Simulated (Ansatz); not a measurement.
WSe2 (P-6m2), random displacements

Level of theory: Ansatz 0.2.0, DFT PBEsol, scalar-relativistic, plane waves, PAW. Cutoff 420 eV, Γ-centred 12×12×2 k-points, Gaussian smearing of 0.05 eV. Spin–orbit coupling is left out, which matters for the heavy elements here. No spin polarisation. Energies are free energies at this smearing, counted from the undisturbed cell; pressure is positive in compression.

Zero of the scan (relaxed at this level; this form isn't the usual structure):

```
CELL_PARAMETERS angstrom
3.27025 0.00000 0.00000
-1.63513 2.83212 0.00000
0.00000 0.00000 16.66122
ATOMIC_POSITIONS crystal
W 0.00000 0.00000 0.00000
Se 0.33333 0.66667 0.10040
Se 0.33333 0.66667 0.89960
```

The cell holds layers and no dispersion correction was added, so their binding is poorly described.

The atoms are displaced (Å, in the unstrained cell):

```csv
atom,ux,uy,uz
W1,-0.027,0.004,0.016
Se2,-0.002,-0.015,-0.033
Se3,0.029,0.012,0.018
```

Strain (Voigt, engineering shear): (0.0557, 0.0774, 0.0189, 0.0808, -0.0955, 0.0794).

**Question.** What are the energy change, the stress and the forces?

**Answer.** ΔE = 264.5 meV/atom; stress (xx, yy, zz, yz, xz, xy; compression positive) (-4.42, -5.37, -2.90, -2.32, 3.52, -1.69) GPa; gap on the mesh 0.98 eV.
```csv
atom,Fx (eV/Å),Fy,Fz
W1,-0.26,0.30,-0.90
Se2,1.26,-0.88,-0.42
Se3,-1.00,0.58,1.32
```

Cost: 1 run of about 0.96 core-minutes, on Arm Neoverse V2 (shared hosts).